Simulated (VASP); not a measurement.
RbBr: single point with HSE06

RbBr:

```
CELL_PARAMETERS angstrom
0.00000 3.46083 3.46083
3.46083 0.00000 3.46083
3.46083 3.46083 0.00000
ATOMIC_POSITIONS crystal
Rb 0.00000 0.00000 0.00000
Br 0.50000 0.50000 0.50000
```

The cell was built by a generator and needn't be a form met in nature.

| Quantity | Value |
| --- | --- |
| Program | VASP 6.6.1 |
| Task | single point |
| Functional | HSE06 |
| Potentials or basis | VASP PAW PBE potentials, release 64 (Rb_sv, Br) |
| Cutoff | 520 eV |
| k mesh | 4 × 4 × 4 |
| Occupations | gaussian, width 0.01 eV |
| Spin | no spin polarisation |

```
Pressure               : 0.3 GPa
Band gap on the k mesh : 5.44 eV, direct
```

Levels at points of the mesh, in eV from the valence-band top:
| k point | band 6 | band 7 | band 8 | band 9 | band 10 | band 11 |
| --- | --- | --- | --- | --- | --- | --- |
| (0.00, 0.00, 0.00) | 0.00 | 0.00 | 0.00 | 5.44 | 8.53 | 8.53 |
| (0.50, 0.00, 0.00) | -0.97 | -0.34 | -0.34 | 7.88 | 8.86 | 10.81 |
| (0.50, 0.50, 0.00) | -0.49 | -0.17 | -0.17 | 6.78 | 8.30 | 10.27 |

Wall time 4.2 min on 1 thread of Intel(R) Xeon(R) 6975P-C (Granite Rapids) (shared host), peak memory 0.32 GiB.

Caveat: the PAW data sets were made with another functional, which shifts forces and pressure a little.
